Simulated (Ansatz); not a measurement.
**CdTe (F-43m): G0W0 against its settings**

CdTe (started from an entry of an open crystallographic database), relaxed with r2SCAN; one-shot G0W0 in Ansatz without spin-orbit coupling. Spin-unpolarised throughout; all numbers are computed.

```cif
data_structure
_symmetry_space_group_name_H-M 'P 1'
_symmetry_Int_Tables_number 1
_cell_length_a 4.6385
_cell_length_b 4.6385
_cell_length_c 4.6385
_cell_angle_alpha 60.000
_cell_angle_beta 60.000
_cell_angle_gamma 60.000
_cell_volume 70.57
loop_
_atom_site_label
_atom_site_type_symbol
_atom_site_fract_x
_atom_site_fract_y
_atom_site_fract_z
_atom_site_occupancy
Cd1 Cd 0.00000 0.00000 0.00000 1
Te1 Te 0.25000 0.25000 0.25000 1
```

Gaps are read over the mesh points alone. G0W0 here is at a finite number of bands, screening cutoff and k mesh, not at the basis limit.
```csv
start,potentials,frequency model,mesh,empty bands,screening cutoff (eV),Kohn-Sham gap (eV),G0W0 gap (eV),rough cost
PBE,PAW,contour deformation,4×4×4,114,80,0.65,1.22,70 core-seconds
PBE,PAW,contour deformation,4×4×4,265,140,0.65,1.21,4 core-minutes
PBE,PAW,contour deformation,4×4×4,487,210,0.65,1.19,17 core-minutes
HSE06,PAW,contour deformation,4×4×4,265,140,1.53,1.76,7 core-minutes
r2SCAN,PAW,contour deformation,4×4×4,265,140,1.15,1.55,5 core-minutes
PBE,PAW,Godby-Needs pole,4×4×4,265,140,0.65,1.31,3 core-minutes
PBE,PAW,contour deformation,6×6×6,114,80,0.66,1.28,7 core-minutes
PBE,norm-conserving,contour deformation,4×4×4,265,140,0.65,1.19,8 core-minutes
```

Over the mesh points the PBE gap of 0.65 eV becomes a quasiparticle gap of 1.19 eV (direct at Γ), a change of +0.54 eV. Renormalisation factors Z lie between 0.70 and 0.75.

Raising bands and cutoff together moves the gap by -0.01 eV (80 to 140 eV), then -0.02 eV (140 to 210 eV); the last step is small, which bounds nothing strictly. Starting from HSE06 (1.53 eV against PBE's 0.65 eV) gives 1.76 eV, +0.55 eV from G0W0@PBE at the same screening cutoff. Starting from r2SCAN (1.15 eV against PBE's 0.65 eV) gives 1.55 eV, +0.34 eV from G0W0@PBE at the same screening cutoff. The Godby-Needs plasmon pole differs from contour deformation by +0.10 eV. A 6×6×6 mesh in place of 4×4×4 changes the opening over PBE by +0.05 eV (the gap on the mesh by +0.06 eV). Norm-conserving potentials (wave cutoff 1120 eV against 420 eV) shift the quasiparticle gap by -0.02 eV and the PBE gap by 0.00 eV. On these meshes the dielectric constant comes out too large, which adds an error that these runs don't bound. r2SCAN runs take a wave cutoff of 500 eV.

With a shallow d shell on the cation, G0W0 converges slowly in bands and cutoff, so these values are in doubt.
